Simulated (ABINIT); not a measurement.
# Sn (Im-3m) in ABINIT: optical spectrum with PBEsol

Aim: the optical spectrum of Sn with PBEsol.

All numbers are computed with ABINIT 10.8.3 (patched build); they aren't measurements. Logs are shortened: lines on timing, memory, paths and dates and some standing lists are left out, and cuts for length are marked. The log counts tension as positive stress, the text compression.

## Step 1: The crystal as given

The structure is cubic, space group Im-3m (No. 229). Conventional cell: a = 3.789 Å, b = 3.789 Å, c = 3.789 Å, α = 90.00°, β = 90.00°, γ = 90.00°. Around Sn (site symmetry m-3m) lie 8 Sn at 3.28 Å.

This isn't the form of Sn at room conditions, which is tetragonal (white tin).

## Step 2: Optical spectrum, PBEsol

Contents of run.abi:

```
# Datasets
ndtset 3

# Pseudopotentials
pp_dirpath "./"
pseudos "Sn.upf"

# Structure
acell 6.201388015 6.201388015 6.201388015
rprim
    -0.5773502692     0.5773502692     0.5773502692
     0.5773502692    -0.5773502692     0.5773502692
     0.5773502692     0.5773502692    -0.5773502692
ntypat 1
znucl 50
natom 1
typat 1
xred
            0.0            0.0            0.0

# Plane-wave basis
ecut 32.0

# k points
ngkpt 12 12 12
nshiftk 2
shiftk
     0.2500000000     0.2500000000     0.2500000000
    -0.2500000000    -0.2500000000    -0.2500000000
istwfk *1

# Exchange and correlation
ixc -116133

# Bands and occupations
occopt 3
tsmear 0.00499791

# SCF cycle
nstep 80

# Output
iomode 3
prteig 0
prtebands 0

# Dataset 1: ground state
nband1 11
tolvrs1 1.0e-12
prtden1 1
prtwf1 0
kptopt1 1

# Dataset 2: empty bands at fixed density
iscf2 -3
getden2 1
nband2 23
nbdbuf2 4
tolwfr2 1.0e-12
nstep2 120
prtden2 0
kptopt2 1

# Dataset 3: wave functions and velocity matrix elements in the full zone
optdriver3 8
wfk_task3 "wfk_optics_fullbz"
getwfk3 2
nband3 19
kptopt3 1
prtevk3 1
inclvkb3 2
```

Contents of optic.abi:

```
&FILES
 ddkfile_1 = 'runo_DS3_1_EVK.nc',
 ddkfile_2 = 'runo_DS3_2_EVK.nc',
 ddkfile_3 = 'runo_DS3_3_EVK.nc',
 wfkfile = 'runo_DS3_WFK.nc'
/
&PARAMETERS
 broadening = 0.003675,
 domega = 0.002,
 maxomega = 0.8,
 scissor = 0.000000,
 tolerance = 0.002
/
&COMPUTATIONS
 num_lin_comp = 1,
 lin_comp = 11,
 num_nonlin_comp = 0
/
```

Potentials or basis: PseudoDojo NC SR PBEsol v0.4.1 standard.

Run with:

```
abinit run.abi > log 2>&1
optic optic.abi > optic.log 2>&1
```

run.abo:

```text
.Version 10.8.3 of ABINIT
 DATASET    1 : space group Im -3 m (#229); Bravais cI (body-center cubic)
================================================================================
 Values of the parameters that define the memory need for DATASET  1.
     intxc =       0    ionmov =       0      iscf =       7    lmnmax =       6
     lnmax =       6     mgfft =      32  mpssoang =       3    mqgrid =    3001
     natom =       1  nloc_mem =       1    nspden =       1   nspinor =       1
    nsppol =       1      nsym =      48    n1xccc =    2501    ntypat =       1
    occopt =       3   xclevel =       2
       mpw =        1608          nfft =       32768          nkpt =         112
================================================================================
================================================================================
[... 13 lines left out ...]
 DATASET    3 : space group Im -3 m (#229); Bravais cI (body-center cubic)
================================================================================
 Values of the parameters that define the memory need for DATASET  3.
     intxc =       0    ionmov =       0      iscf =       7    lmnmax =       6
     lnmax =       6     mgfft =      32  mpssoang =       3    mqgrid =    3001
     natom =       1  nloc_mem =       1    nspden =       1   nspinor =       1
    nsppol =       1      nsym =      48    n1xccc =    2501    ntypat =       1
    occopt =       3   xclevel =       2
       mpw =        1608          nfft =       32768          nkpt =         112
================================================================================
================================================================================

--------------------------------------------------------------------------------
------------- Echo of variables that govern the present computation ------------
--------------------------------------------------------------------------------
 -outvars: echo values of preprocessed input variables --------
            acell      6.2013880150E+00  6.2013880150E+00  6.2013880150E+00 Bohr
              amu      1.18710000E+02
             ecut      3.20000000E+01 Hartree
           getden1          0
           getden2          1
           getden3          0
           getwfk1          0
           getwfk2          0
           getwfk3          2
             iscf1          7
             iscf2         -3
             iscf3          7
              ixc     -116133
           jdtset        1    2    3
                       outvar_i_n : Printing only first  50 k-points.
         kptrlatt       12    0   12      0   12   12    -12  -12    0
          kptrlen      8.59289530E+01
            natom           1
            nband1         11
            nband2         23
            nband3         19
           nbdbuf1          0
           nbdbuf2          4
           nbdbuf3          0
           ndtset           3
            ngfft          32      32      32
             nkpt         112
            nstep1         80
            nstep2        120
            nstep3         80
             nsym          48
           ntypat           1
                       prtocc : prtvol=0, do not print more k-points.
                       prtocc : prtvol=0, do not print more k-points.
                       prtocc : prtvol=0, do not print more k-points.
           occopt           3
        optdriver1          0
        optdriver2          0
        optdriver3          8
           prtden1          1
           prtden2          0
           prtden3          1
        prtebands           0
           prteig           0
           prtevk1          0
           prtevk2          0
           prtevk3          1
            prtwf1          0
            prtwf2          1
            prtwf3          1
            rprim     -5.7735026920E-01  5.7735026920E-01  5.7735026920E-01
                       5.7735026920E-01 -5.7735026920E-01  5.7735026920E-01
                       5.7735026920E-01  5.7735026920E-01 -5.7735026920E-01
           shiftk      5.00000000E-01  5.00000000E-01 -5.00000000E-01
          spgroup         229
           tolvrs1     1.00000000E-12
           tolvrs2     0.00000000E+00
           tolvrs3     0.00000000E+00
           tolwfr1     0.00000000E+00
           tolwfr2     1.00000000E-12
           tolwfr3     0.00000000E+00
           tsmear      4.99791000E-03 Hartree
            typat      1
         wfk_task1          0
         wfk_task2          0
         wfk_task3          7
                       outvars : Printing only first  50 k-points.
            znucl       50.00000

================================================================================

 chkinp: Checking input parameters for consistency, jdtset=   1.

 chkinp: Checking input parameters for consistency, jdtset=   2.
[... 6 lines left out ...]
--- !DatasetInfo
iteration_state: {dtset: 1, }
dimensions: {natom: 1, nkpt: 112, mband: 11, nsppol: 1, nspinor: 1, nspden: 1, mpw: 1608, }
cutoff_energies: {ecut:  32.0, pawecutdg:  -1.0, }
[... 135 lines left out ...]
- sigma(2 2)=  3.32099262E+00  sigma(3 1)=  0.00000000E+00
- sigma(3 3)=  3.32099262E+00  sigma(2 1)=  0.00000000E+00

================================================================================
== DATASET  2 ==================================================================

--- !DatasetInfo
iteration_state: {dtset: 2, }
dimensions: {natom: 1, nkpt: 112, mband: 23, nsppol: 1, nspinor: 1, nspden: 1, mpw: 1608, }
cutoff_energies: {ecut:  32.0, pawecutdg:  -1.0, }
electrons: {nelect:   1.40000000E+01, charge:   0.00000000E+00, occopt:   3.00000000E+00, tsmear:   4.99791000E-03, }
meta: {optdriver: 0, ionmov: 0, optcell: 0, iscf: -3, paral_kgb: 0, }
...

 mkfilename : getden/=0, take file _DEN from output of DATASET   1.

 Real(R)+Recip(G) space primitive vectors, cartesian coordinates (Bohr,Bohr^-1):
 R(1)= -3.5803730  3.5803730  3.5803730  G(1)=  0.0000000  0.1396503  0.1396503
 R(2)=  3.5803730 -3.5803730  3.5803730  G(2)=  0.1396503  0.0000000  0.1396503
 R(3)=  3.5803730  3.5803730 -3.5803730  G(3)=  0.1396503  0.1396503  0.0000000
 Unit cell volume ucvol=  1.8358823E+02 bohr^3
 Angles (23,13,12)=  1.09471221E+02  1.09471221E+02  1.09471221E+02 degrees

 getcut: wavevector=  0.0000  0.0000  0.0000  ngfft=  32  32  32
         ecut(hartree)=     32.000   => boxcut(ratio)=   2.02836
--------------------------------------------------------------------------------

================================================================================

--- !BeginCycle
iteration_state: {dtset: 2, }
solver: {iscf: -3, nstep: 120, nline: 4, wfoptalg: 0, }
tolerances: {tolwfr: 1.00E-12, }
...

     iter   Etot(hartree)      deltaE(h)  residm     vres2
 Non-SCF case, kpt    1 ( -0.02083 -0.02083  0.06250), residuals and eigenvalues=
  2.35E-13  1.71E-13  1.48E-13  1.89E-13  1.89E-13  6.88E-13  6.34E-13  5.15E-13
  6.27E-13  2.10E-13  5.24E-13  5.02E-13  4.29E-13  8.72E-13  6.55E-13  3.42E-13
  4.88E-13  5.80E-13  3.05E-13  3.32E-12  1.04E-12  8.08E-10  1.90E-07
 -5.6270E-01 -5.6270E-01 -5.6246E-01 -5.5763E-01 -5.5763E-01 -1.7856E-01
  4.9851E-01  5.1338E-01  5.1338E-01  6.5260E-01  6.5260E-01  6.8663E-01
  7.0727E-01  7.1203E-01  7.1203E-01  7.6635E-01  7.6635E-01  7.8962E-01
  1.3115E+00  1.3115E+00  1.3129E+00  1.4824E+00  1.4824E+00
 prteigrs : prtvol=0 or 1, do not print more k-points.

--- !ResultsGS
iteration_state: {dtset: 2, }
comment   : Summary of ground state results
lattice_vectors:
- [ -3.5803730,   3.5803730,   3.5803730, ]
- [  3.5803730,  -3.5803730,   3.5803730, ]
- [  3.5803730,   3.5803730,  -3.5803730, ]
lattice_lengths: [   6.20139,    6.20139,    6.20139, ]
lattice_angles: [109.471, 109.471, 109.471, ] # degrees, (23, 13, 12)
lattice_volume:   1.8358823E+02
convergence: {deltae:  0.000E+00, res2:  0.000E+00, residm:  9.981E-13, diffor:  0.000E+00, }
etotal    :  -7.86295180E+01
entropy   :   0.00000000E+00
fermie    :   2.27323376E-01
cartesian_stress_tensor: null
pressure_GPa: null
xred      :
- [  0.0000E+00,   0.0000E+00,   0.0000E+00, Sn]
cartesian_forces: null
force_length_stats: {min: null, max: null, mean: null, }
...

 Integrated electronic density in atomic spheres:
 ------------------------------------------------
 Atom  Sphere_radius  Integrated_density
    1        2.00000         10.52952563
================================================================================

 ----iterations are completed or convergence reached----

 Mean square residual over all n,k,spin=   45.694E-14; max=  99.814E-14
 reduced coordinates (array xred) for    1 atoms
       0.000000000000      0.000000000000      0.000000000000

 cartesian coordinates (angstrom) at end:
    1      0.00000000000000     0.00000000000000     0.00000000000000
 length scales=  6.201388015000  6.201388015000  6.201388015000 bohr
              =  3.281633211279  3.281633211279  3.281633211279 angstroms
 Eigenvalues (hartree) for nkpt= 112  k points:
 kpt#   1, nband= 23, wtk=  0.00231, kpt= -0.0208 -0.0208  0.0625 (reduced coord)
  -0.56270   -0.56270   -0.56246   -0.55763   -0.55763   -0.17856    0.49851    0.51338
   0.51338    0.65260    0.65260    0.68663    0.70727    0.71203    0.71203    0.76635
   0.76635    0.78962    1.31145    1.31145    1.31287    1.48239    1.48239
      occupation numbers for kpt#   1
   2.00000    2.00000    2.00000    2.00000    2.00000    2.00000    0.00000    0.00000
   0.00000    0.00000    0.00000    0.00000    0.00000    0.00000    0.00000    0.00000
   0.00000    0.00000    0.00000    0.00000    0.00000    0.00000    0.00000
 prteigrs : prtvol=0 or 1, do not print more k-points.

--- !EnergyTerms
iteration_state     : {dtset: 2, }
comment             : Components of total free energy in Hartree
kinetic             :  4.68785333396098E+01
hartree             :  1.66617014313514E+01
xc                  : -2.18052899502008E+01
Ewald energy        : -4.98055473661518E+01
psp_core            :  2.47424370563688E+00
local_psp           : -5.08532603631765E+01
non_local_psp       : -2.21785656096161E+01
internal            : -7.86281848125470E+01
'-kT*entropy'       : -1.33335169853743E-03
total_energy        : -7.86295181642455E+01
...

--- !EnergyTermsDC
iteration_state     : {dtset: 2, }
comment             : '"Double-counting" decomposition of free energy'
band_energy         : -5.35670858065666E+00
Ewald energy        : -4.98055473661518E+01
psp_core            :  2.47424370563688E+00
xc_dc               : -2.59401723912998E+01
internal            : -7.86281846324714E+01
'-kT*entropy'       : -1.33335169853743E-03
total_energy_dc     : -7.86295179841699E+01
...

================================================================================
== DATASET  3 ==================================================================

--- !DatasetInfo
iteration_state: {dtset: 3, }
dimensions: {natom: 1, nkpt: 112, mband: 19, nsppol: 1, nspinor: 1, nspden: 1, mpw: 1608, }
cutoff_energies: {ecut:  32.0, pawecutdg:  -1.0, }
electrons: {nelect:   1.40000000E+01, charge:   0.00000000E+00, occopt:   3.00000000E+00, tsmear:   4.99791000E-03, }
meta: {optdriver: 8, wfk_task: 7, }
...

 mkfilename : getwfk/=0, take file _WFK from output of DATASET   2.

--------------------------------------------------------------------------------

 Computation of velocity matrix elements (DDK)

 Parameters extracted from the Abinit header:
    ecut:     32.0
    nkpt:    3456
    mband:   23
    nsppol:  1
    nspinor: 1
    useylm:  0
    inclvkb: 2
    bmin: 1, bmax: 23
    Computing diagonal and off-diagonal matrix elements
    Between band index bmin: 1, bmax: 23

== END DATASET(S) ==============================================================
================================================================================

 -outvars: echo values of variables after computation  --------
            acell      6.2013880150E+00  6.2013880150E+00  6.2013880150E+00 Bohr
           etotal1    -7.8629517984E+01
           etotal2    -7.8629517984E+01
           etotal3     0.0000000000E+00
            fcart1    -0.0000000000E+00 -0.0000000000E+00 -0.0000000000E+00
            fcart3     0.0000000000E+00  0.0000000000E+00  0.0000000000E+00
            rprim     -5.7735026920E-01  5.7735026920E-01  5.7735026920E-01
                       5.7735026920E-01 -5.7735026920E-01  5.7735026920E-01
                       5.7735026920E-01  5.7735026920E-01 -5.7735026920E-01
           strten1     1.1287824470E-04  1.1287824470E-04  1.1287824470E-04
                       0.0000000000E+00  0.0000000000E+00  0.0000000000E+00
           strten3     0.0000000000E+00  0.0000000000E+00  0.0000000000E+00
                       0.0000000000E+00  0.0000000000E+00  0.0000000000E+00
 Calculation completed.
```

It took 2.9 min on 1 thread of Intel Xeon Platinum 8375C at 2.90GHz (Ice Lake), shared host; peak memory 2.2 GiB.

What came out:

```yaml
Free_energy: -2139.6182 eV
Pressure: -3.3 GPa
```

Dielectric function (mean over the directions given):
```tsv
energy (eV)	real part	imaginary part
0.33	39.02	4.79
0.98	-1.99	23.66
1.63	6.73	21.37
2.29	-2.36	19.15
2.94	-6.06	2.19
3.70	-2.80	4.51
4.35	-0.71	1.78
5.01	-1.30	2.11
5.66	-1.22	0.94
6.31	-0.68	1.02
7.08	-0.67	1.31
7.73	-0.02	0.52
8.38	-0.05	0.41
9.03	0.15	0.34
9.69	0.32	0.41
10.45	0.36	0.25
11.10	0.54	0.28
11.76	0.57	0.22
12.41	0.61	0.14
13.06	0.70	0.16
13.82	0.73	0.10
14.48	0.83	0.11
15.13	0.85	0.11
15.78	0.92	0.05
16.44	0.99	0.08
17.20	1.00	0.06
17.85	1.06	0.05
18.50	1.09	0.06
19.16	1.15	0.04
19.92	1.22	0.05
```

Caveat: the intraband (Drude) term is left out; spectra need much finer meshes, so this one isn't converged; independent-particle spectra lack excitons.
